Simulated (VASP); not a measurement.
**CdO (Monteponite): band structure with PBE**

Crystal: CdO (Monteponite).

```
Cd O
1.0
     0.00000    2.34950    2.34950
     2.34950    0.00000    2.34950
     2.34950    2.34950    0.00000
Cd O
1 1
Cartesian
  0.0000 0.0000 0.0000
  2.3495 2.3495 2.3495
```

| Property | Result |
| --- | --- |
| Program | VASP 6.6.1 |
| Task | band structure |
| Functional | PBE |
| Potentials or basis | VASP PAW PBE potentials, release 64 (Cd, O_h) |
| Cutoff | 900 eV |
| k mesh | 10 × 10 × 10 |
| Occupations | fermi-dirac, width 0.05 eV |
| Spin | no spin polarisation |
| Further INCAR settings | ALGO = Normal; EDIFF = 1e-06; NBANDS = 16 |

```json
{
 "Pressure": "7.2 GPa",
 "Band gap along the path": "none (metal or under the smearing width)"
}
```

Levels at the corners of the path, in eV from the Fermi level:
```
point  band 7  band 8  band 9  band 10  band 11  band 12
    Γ   -1.49   -1.49   -1.49    -0.59    14.83    16.87
    X   -4.49   -2.47   -2.47     3.73     8.39    11.06
    X   -4.49   -2.47   -2.47     3.73     8.39    11.06
    W   -3.16   -3.16   -2.03     5.84     8.79     8.79
    W   -3.16   -3.16   -2.03     5.84     8.79     8.79
    K   -3.56   -3.04   -1.42     5.27     8.46     8.50
    K   -3.56   -3.04   -1.42     5.27     8.46     8.50
    Γ   -1.49   -1.49   -1.49    -0.59    14.83    16.87
    Γ   -1.49   -1.49   -1.49    -0.59    14.83    16.87
    L   -3.97   -0.17   -0.17     4.28     7.15    11.79
    L   -3.97   -0.17   -0.17     4.28     7.15    11.79
    U   -3.56   -3.04   -1.42     5.27     8.46     8.50
    U   -3.56   -3.04   -1.42     5.27     8.46     8.50
    W   -3.16   -3.16   -2.03     5.84     8.79     8.79
    W   -3.16   -3.16   -2.03     5.84     8.79     8.79
    L   -3.97   -0.17   -0.17     4.28     7.15    11.79
    L   -3.97   -0.17   -0.17     4.28     7.15    11.79
    K   -3.56   -3.04   -1.42     5.27     8.46     8.50
    U   -3.56   -3.04   -1.42     5.27     8.46     8.50
    X   -4.49   -2.47   -2.47     3.73     8.39    11.06
```

It took 110 s on 1 thread of AMD EPYC 7R13 Processor (Zen 3), on a shared host, peak memory 0.2 GiB.

Caveat: the cutoff is under 1.25 times the usual one of these potentials, so pressure, stress and relaxed cells hold a basis-set (Pulay) error; this crystal is a semiconductor, whose small gap the functional closes, so the metal is an error of the method.
